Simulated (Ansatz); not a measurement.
# Levels at Γ against strain in ZnS

```
CELL_PARAMETERS angstrom
3.81100 0.00000 0.00000
-1.90550 3.30042 0.00000
0.00000 0.00000 6.23400
ATOMIC_POSITIONS crystal
Zn 0.33333 0.66667 0.00000
Zn 0.66667 0.33333 0.50000
S 0.33333 0.66667 0.38500
S 0.66667 0.33333 0.88500
```

Atoms are numbered in the order listed.

The cell is COD entry 9008878, as deposited and not checked against the literature; nothing was relaxed. It differs from other determinations.

Theory: Ansatz 0.2.0, DFT, PBE, all-electron LAPW, scalar-relativistic.

Sampling and basis: a Γ-centred 8×8×5 k mesh, Fermi–Dirac smearing of 0.03 eV, basis error target 1 meV/atom, no spin polarisation.

The cell is scaled evenly. Fractional coordinates are held (clamped ions).

Only quantities that a quadratic follows smoothly over the whole series are listed; rougher ones are left out.

```csv
ln(V/Vcell),direct gap at Γ (eV),smallest gap on mesh and path (eV)
-0.0619,2.543,2.543
-0.0408,2.446,2.446
0.0000,2.251,2.251
0.0100,2.204,2.204
0.0392,2.067,2.067
```

(1) Fit the series and give the slopes at zero strain.

(2) One run, at ln(V/Vcell) = -0.0101, is withheld. Predict its row.

## Answers

(1) Least-squares fits y = p0 + p1 x + p2 x² to the rows give direct gap at Γ (eV): p1 = -4.72, p2 = -0.04; smallest gap on mesh and path (eV): p1 = -4.72, p2 = -0.04. So dEg/dln V = -4.7 eV for the direct gap at Γ, the fundamental gap of this crystal. Semilocal gaps are too small, but their slopes carry over better.

(2) The fits give 2.299, 2.299; the run gave 2.298, 2.298.
